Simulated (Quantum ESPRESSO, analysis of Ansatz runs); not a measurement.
## HfO2 (P2_1/c), nudged elastic band: V_O hop (2.5 Å) (q = 0) (Quantum ESPRESSO)

Wanted: path and barrier of a jump of O in HfO2 (P2_1/c) at charge 0. The case: V_O hop (2.5 Å), in a cell of 48 host atoms with 1 O taken out.

Main program and level: Quantum ESPRESSO 7.5; Quantum ESPRESSO plane-wave DFT, PBEsol, GBRV 1.5 PBEsol potentials; nudged elastic band between two relaxed defect structures.

### 1. The starting structure

The cell holds 47 atoms: 16 Hf and 31 O. Its edges and angles: a = 9.411 Å, b = 8.427 Å, c = 9.411 Å, α = 110.9°, β = 113.5°, γ = 108.4°. It derives from HfO2 (space group P2_1/c). Nearest the centre at fractional (0.639, 0.629, 0.698): O43 at 1.23 Å, Hf8 at 1.71 Å, Hf10 at 1.71 Å, O22 at 2.53 Å, Hf3 at 2.63 Å, O20 at 2.64 Å, O37 at 2.69 Å, O24 at 2.85 Å.

The cell's shortest repeat is 8.4 Å.

### 2. Relaxation of the start point, charge 0

A barrier is counted from a minimum, so both ends are relaxed first. Small random displacements break the symmetry of the ideal sites, so that the defect can distort if it gains by it.

pw.in reads:

```
&CONTROL
  calculation = 'relax'
  prefix = 'pwscf'
  outdir = './tmp'
  pseudo_dir = './pseudo'
  tprnfor = .true.
  disk_io = 'low'
  nstep = 70
  forc_conv_thr = 0.0012
  etot_conv_thr = 0.0001
/
&SYSTEM
  ibrav = 0
  nat = 47
  ntyp = 2
  ecutwfc = 36
  ecutrho = 288
  nbnd = 193
  occupations = 'fixed'
  nosym = .true.
/
&ELECTRONS
  conv_thr = 5d-08
  electron_maxstep = 100
  mixing_beta = 0.5
/
&IONS
  ion_dynamics = 'bfgs'
/
ATOMIC_SPECIES
Hf   178.4900 hf_pbesol_v1.uspp.F.UPF
O     15.9990 o_pbesol_v1.2.uspp.F.UPF
CELL_PARAMETERS angstrom
  -5.9416700219    5.1632183080    5.1583953540
   4.2040263251   -5.1632183080    5.1655566081
   5.9416700219    5.1632183080   -5.1583953540
ATOMIC_POSITIONS crystal
Hf     0.0826846387    0.4926019833    0.8675515790
Hf     0.0826846387    0.9926019833    0.3675515790
Hf     0.5844084282    0.4915541547    0.3702292635
Hf     0.5855223344    0.9918887040    0.8672820142
Hf     0.3749495956    0.2573980167    0.8400826553
Hf     0.3749495956    0.7573980167    0.3400826553
Hf     0.8749495956    0.2573980167    0.3400826553
Hf     0.8727530569    0.7575715318    0.8368622624
Hf     0.4173153613    0.0073980167    0.1324484210
Hf     0.4176581380    0.5052157119    0.6294133870
Hf     0.9150641302    0.0032176899    0.6290412458
Hf     0.9173153613    0.5073980167    0.1324484210
Hf     0.1250504044    0.2426019833    0.1599173447
Hf     0.1250504044    0.7426019833    0.6599173447
Hf     0.6273286955    0.2431507350    0.6584294075
Hf     0.6250504044    0.7426019833    0.1599173447
O      0.3651648285    0.2144150034    0.5958071646
O      0.3615726824    0.7141022888    0.0938855746
O      0.8615726824    0.2141022888    0.0938855746
O      0.8628575047    0.7139120091    0.5972595581
O      0.3797832858    0.0358977112    0.8974703936
O      0.3780980652    0.5327712991    0.3935088151
O      0.8797832858    0.0358977112    0.3974703936
O      0.8780389939    0.5318234312    0.8968180592
O      0.1409367707    0.2880637681    0.4053501790
O      0.1360402806    0.7868211000    0.9071814300
O      0.6384273176    0.2858977112    0.9061144254
O      0.6398293830    0.7831765220    0.4062524982
O      0.1202167142    0.4641022888    0.1025296064
O      0.1202167142    0.9641022888    0.6025296064
O      0.6214887563    0.9624654880    0.1047972759
O      0.3407351147    0.2095474814    0.2102702533
O      0.3375320021    0.7008740207    0.7057614505
O      0.8393410070    0.2053133674    0.7074563250
O      0.8393410070    0.7053133674    0.2074563250
O      0.5021429576    0.0446866326    0.3840276395
O      0.5040594990    0.5471692818    0.8830046995
O      0.9993543562    0.0457787575    0.8827297415
O      1.0021429576    0.5446866326    0.3840276395
O      0.1606589930    0.2946866326    0.7925436750
O      0.1606589930    0.7946866326    0.2925436750
O      0.6597002024    0.2926785333    0.2886661453
O      0.6597530557    0.7904402322    0.7909110184
O     -0.0021429576    0.4553133674    0.6159723605
O     -0.0025639609    0.9576501063    0.1142311242
O      0.4978570424    0.4553133674    0.1159723605
O      0.4981002126    0.9575238890    0.6141052068
K_POINTS gamma
```

The run is started by

```
$ OMP_NUM_THREADS=1 mpirun -n 4 pw.x -in pw.in > pw.out
```

What it wrote:

```text
[shortened: banners, details of potentials and solvers, and blank lines are left out]
     gamma-point specific algorithms are used
     one sub-group per band group will be used
     scalapack distributed-memory algorithm (size of sub-group:  2*  2 procs)
     bravais-lattice index     =            0
     lattice parameter (alat)  =      17.7847  a.u.
     unit-cell volume          =    3650.0307 (a.u.)^3
     number of atoms/cell      =           47
     number of atomic types    =            2
     number of electrons       =       378.00
     number of Kohn-Sham states=          193
     kinetic-energy cutoff     =      36.0000  Ry
     charge density cutoff     =     288.0000  Ry
     scf convergence threshold =      5.0E-08
     mixing beta               =       0.5000
     number of iterations used =            8  plain     mixing
     energy convergence thresh.=      1.0E-04
     force convergence thresh. =      1.2E-03
     Exchange-correlation= SLA  PW   PSX  PSC
                           (   1   4  10   8   0   0   0)
     nstep                     =           70
     crystal axes: (cart. coord. in units of alat)
               a(1) = (  -0.631338   0.548623   0.548110 )
               a(2) = (   0.446703  -0.548623   0.548871 )
               a(3) = (   0.631338   0.548623  -0.548110 )
     PseudoPot. # 1 for Hf read from file:
     hf_pbesol_v1.uspp.F.UPF
     Pseudo is Ultrasoft + core correction, Zval = 12.0
[...]
PseudoPot. # 2 for O  read from file:
     o_pbesol_v1.2.uspp.F.UPF
     Pseudo is Ultrasoft + core correction, Zval =  6.0
[...]
atomic species   valence    mass     pseudopotential
     Hf               12.00   178.49000     Hf( 1.00)
     O                 6.00    15.99900     O ( 1.00)
     No symmetry found
     site n.     atom                  positions (alat units)
         1        Hf     tau(   1) = (   0.7155632   0.2510686  -0.1598186  )
         2        Hf     tau(   2) = (   0.6232457  -0.2975543   0.3886723  )
         3        Hf     tau(   3) = (   0.0843593   0.2540582   0.3871939  )
         4        Hf     tau(   4) = (   0.6209653   0.2528689   0.3899839  )
         5        Hf     tau(   5) = (   0.4086367   0.5253801  -0.1136659  )
         6        Hf     tau(   6) = (   0.3163192  -0.0232428   0.4348250  )
         7        Hf     tau(   7) = (  -0.2227014   0.5253801   0.4344446  )
         8        Hf     tau(   8) = (   0.3157503   0.5223131   0.4354815  )
[...]
number of k points=     1
                       cart. coord. in units 2pi/alat
        k(    1) = (   0.0000000   0.0000000   0.0000000), wk =   2.0000000
     Dense  grid:   150556 G-vectors     FFT dimensions: ( 100,  90, 100)
     Smooth grid:    53237 G-vectors     FFT dimensions: (  72,  64,  72)
     Check: negative core charge=   -0.000005
     starting charge     345.9999, renormalised to     378.0000
     Self-consistent Calculation
     iteration #  1     ecut=    36.00 Ry     beta= 0.50
     total energy              =   -3541.02954709 Ry
     estimated scf accuracy    <      16.05888809 Ry
     iteration #  2     ecut=    36.00 Ry     beta= 0.50
     total energy              =   -3542.95865842 Ry
     estimated scf accuracy    <       2.21644828 Ry
     iteration #  3     ecut=    36.00 Ry     beta= 0.50
     total energy              =   -3543.27497435 Ry
     estimated scf accuracy    <       0.11284316 Ry
[...]
c_bands:  1 eigenvalues not converged
[...]
estimated scf accuracy    <       0.00000317 Ry
     iteration # 10     ecut=    36.00 Ry     beta= 0.50
     total energy              =   -3543.31078623 Ry
     estimated scf accuracy    <       0.00000032 Ry
[... 144 further cycles ...]
     iteration #  6     ecut=    36.00 Ry     beta= 0.50
     total energy              =   -3543.33421892 Ry
     estimated scf accuracy    <          3.3E-09 Ry
     iteration #  7     ecut=    36.00 Ry     beta= 0.50
     End of self-consistent calculation
          k = 0.0000 0.0000 0.0000 (  6643 PWs)   bands (ev):
   -49.3904 -49.3733 -49.3666 -49.3625 -49.3610 -49.3602 -49.3546 -49.3502
   -49.3456 -49.3429 -49.3381 -49.3284 -49.2249 -49.2079 -49.1028 -49.0563
   -18.5103 -18.4877 -18.4573 -18.4210 -18.4140 -18.3948 -18.3884 -18.3615
   -18.3562 -18.3469 -18.3426 -18.3268 -18.3015 -18.2951 -18.2641 -18.2508
   -18.2367 -18.2286 -18.2247 -18.2137 -18.1939 -18.1545 -18.1376 -18.1346
   -18.1128 -18.1006 -18.0969 -18.0763 -18.0636 -18.0503 -18.0393 -18.0228
   -18.0190 -18.0069 -17.9987 -17.9877 -17.9805 -17.9690 -17.9620 -17.9455
   -17.9238 -17.9121 -17.8993 -17.8828 -17.8519 -17.8113 -17.7508 -17.6887
[...]
15.4295
     highest occupied, lowest unoccupied level (ev):    13.1166   15.0218
!    total energy              =   -3543.33421892 Ry
     estimated scf accuracy    <          3.8E-10 Ry
     The total energy is the sum of the following terms:
     one-electron contribution =    -554.45375146 Ry
     hartree contribution      =     494.60604989 Ry
     xc contribution           =   -1431.55647704 Ry
     ewald contribution        =   -2051.93004031 Ry
     convergence has been achieved in   7 iterations
     Forces acting on atoms (cartesian axes, Ry/au):
     atom    1 type  1   force =     0.00028901    0.00032095   -0.00008084
     atom    2 type  1   force =     0.00038094    0.00061255    0.00001085
     atom    3 type  1   force =    -0.00060735   -0.00080006    0.00093506
     atom    4 type  1   force =     0.00039918    0.00096660   -0.00025093
     atom    5 type  1   force =    -0.00088047    0.00006920   -0.00002532
     atom    6 type  1   force =     0.00097116    0.00006460    0.00048916
     atom    7 type  1   force =     0.00061296   -0.00025641    0.00004363
     atom    8 type  1   force =     0.00051189   -0.00030328   -0.00045593
[...]
Total force =     0.005711     Total SCF correction =     0.000072
     Energy error            =      7.3E-05 Ry
     Gradient error          =      1.2E-03 Ry/Bohr
     number of scf cycles    =  19
     number of bfgs steps    =  18
     energy             old  =   -3543.3341458220 Ry
     energy             new  =   -3543.3342189235 Ry
     CASE: energy            _new < energy            _old
     new trust radius        =       0.0066621880 bohr
     new conv_thr            =       0.0000000005 Ry
ATOMIC_POSITIONS (crystal)
Hf               0.0830389828        0.4914754116        0.8656723985
Hf               0.0828945823        0.9932547461        0.3673211492
Hf               0.5822567768        0.4918407346        0.3672902502
Hf               0.5820767376        0.9918912566        0.8657776109
Hf               0.3760058718        0.2582928430        0.8399016057
Hf               0.3748256972        0.7581089644        0.3399891704
Hf               0.8749534994        0.2570544494        0.3397330872
Hf               0.8738867779        0.7569472687        0.8408107150
[...]
Check: negative core charge=   -0.000005
     Self-consistent Calculation
     iteration #  1     ecut=    36.00 Ry     beta= 0.50
     total energy              =   -3543.33426025 Ry
     estimated scf accuracy    <       0.00005045 Ry
     iteration #  2     ecut=    36.00 Ry     beta= 0.50
     total energy              =   -3543.33426492 Ry
     estimated scf accuracy    <       0.00000732 Ry
     iteration #  3     ecut=    36.00 Ry     beta= 0.50
     total energy              =   -3543.33426630 Ry
     estimated scf accuracy    <       0.00000173 Ry
[...]
estimated scf accuracy    <       0.00000005 Ry
     iteration #  6     ecut=    36.00 Ry     beta= 0.50
     total energy              =   -3543.33426662 Ry
     estimated scf accuracy    <          5.2E-09 Ry
     iteration #  7     ecut=    36.00 Ry     beta= 0.50
     total energy              =   -3543.33426662 Ry
     estimated scf accuracy    <          1.6E-09 Ry
     iteration #  8     ecut=    36.00 Ry     beta= 0.50
     End of self-consistent calculation
          k = 0.0000 0.0000 0.0000 (  6643 PWs)   bands (ev):
   -49.3870 -49.3728 -49.3662 -49.3621 -49.3599 -49.3589 -49.3546 -49.3504
   -49.3462 -49.3432 -49.3390 -49.3292 -49.2248 -49.2075 -49.1031 -49.0566
   -18.5101 -18.4876 -18.4570 -18.4203 -18.4136 -18.3942 -18.3885 -18.3611
   -18.3562 -18.3468 -18.3421 -18.3268 -18.3006 -18.2951 -18.2638 -18.2503
   -18.2365 -18.2279 -18.2247 -18.2137 -18.1938 -18.1543 -18.1369 -18.1343
   -18.1125 -18.1003 -18.0968 -18.0761 -18.0633 -18.0504 -18.0391 -18.0228
   -18.0190 -18.0064 -17.9984 -17.9874 -17.9804 -17.9691 -17.9622 -17.9457
   -17.9233 -17.9120 -17.8993 -17.8827 -17.8519 -17.8114 -17.7510 -17.6883
[...]
15.4289
     highest occupied, lowest unoccupied level (ev):    13.1168   15.0219
!    total energy              =   -3543.33426662 Ry
     estimated scf accuracy    <          1.6E-10 Ry
     The total energy is the sum of the following terms:
     one-electron contribution =    -554.52891430 Ry
     hartree contribution      =     494.64464761 Ry
     xc contribution           =   -1431.55780510 Ry
     ewald contribution        =   -2051.89219482 Ry
     convergence has been achieved in   8 iterations
     Forces acting on atoms (cartesian axes, Ry/au):
     atom    1 type  1   force =     0.00018698    0.00020227   -0.00014860
     atom    2 type  1   force =     0.00039834    0.00064450   -0.00040736
     atom    3 type  1   force =    -0.00054340   -0.00069573    0.00027632
     atom    4 type  1   force =     0.00007685    0.00110391    0.00020545
     atom    5 type  1   force =    -0.00063247    0.00019698   -0.00023580
     atom    6 type  1   force =     0.00074462    0.00012830    0.00045847
     atom    7 type  1   force =     0.00019679    0.00002435    0.00029235
     atom    8 type  1   force =     0.00029484   -0.00044861   -0.00001669
[...]
Total force =     0.004572     Total SCF correction =     0.000051
     Energy error            =      4.8E-05 Ry
     Gradient error          =      1.1E-03 Ry/Bohr
     bfgs converged in  20 scf cycles and  19 bfgs steps
     (criteria: energy <  1.0E-04 Ry, force <  1.2E-03 Ry/Bohr)
     End of BFGS Geometry Optimization
     Final energy             =   -3543.3342666161 Ry
Begin final coordinates
ATOMIC_POSITIONS (crystal)
Hf               0.0830389828        0.4914754116        0.8656723985
Hf               0.0828945823        0.9932547461        0.3673211492
Hf               0.5822567768        0.4918407346        0.3672902502
Hf               0.5820767376        0.9918912566        0.8657776109
Hf               0.3760058718        0.2582928430        0.8399016057
Hf               0.3748256972        0.7581089644        0.3399891704
Hf               0.8749534994        0.2570544494        0.3397330872
Hf               0.8738867779        0.7569472687        0.8408107150
[...]
End final coordinates
   JOB DONE.
```

Wall time 6.4 min (4 MPI ranks of Arm Neoverse V1, shared host); peak memory 1.4 GiB; 25 min of CPU time.

The steps of the relaxation:

```
step  energy less that of the first step (eV)
   0                                   0.0000
   1                                  -0.1445
   2                                  -0.2093
   3                                  -0.2291
   4                                  -0.2430
   5                                  -0.2509
   6                                  -0.2594
   7                                  -0.2671
   8                                  -0.2756
   9                                  -0.2839
  10                                  -0.2917
  11                                  -0.2980
  12                                  -0.3031
  13                                  -0.3074
  14                                  -0.3110
  15                                  -0.3141
  16                                  -0.3163
  17                                  -0.3178
  18                                  -0.3188
  19                                  -0.3195
```

The atoms that moved most (Å):

```
atom      dx      dy      dz  length
 O42   0.111   0.139  -0.100   0.204
 O33  -0.055  -0.116   0.121   0.176
 O44  -0.083   0.116   0.093   0.170
 O39   0.065  -0.104  -0.079   0.146
 O32  -0.092  -0.091   0.060   0.142
 O34  -0.069  -0.088   0.074   0.134
 O36   0.063  -0.094  -0.071   0.134
 O35  -0.061  -0.090   0.076   0.132
```

Neighbours of O43 at the end:

```
atom  distance (Å)
 Hf8         2.013
 Hf4         2.063
Hf10         2.101
 O33         2.543
 O38         2.726
 O37         2.742
 O47         2.839
 O45         2.842
```

This step gave:

* highest filled level: 13.12 eV
* lowest empty level: 15.02 eV
* r.m.s. move of the farther half of the atoms: 0.08035 Å
* largest move from the ideal geometry of this structure, a common shift of the far atoms taken out: 0.1730 Å

The relaxation gained 0.319 eV and ended with a largest force component of 0.028 eV/Å.

[end of part 1 of 3]

[Logs are printed without paths, hosts, clocks, repeated set-up lines and the standing remarks that a program may print on its own settings, such as how far it seeks lower states.]

[Hosts, paths, dates, database ids (printed as entryN), source tags and the programs' standing remarks are cut or masked in the printed files.]
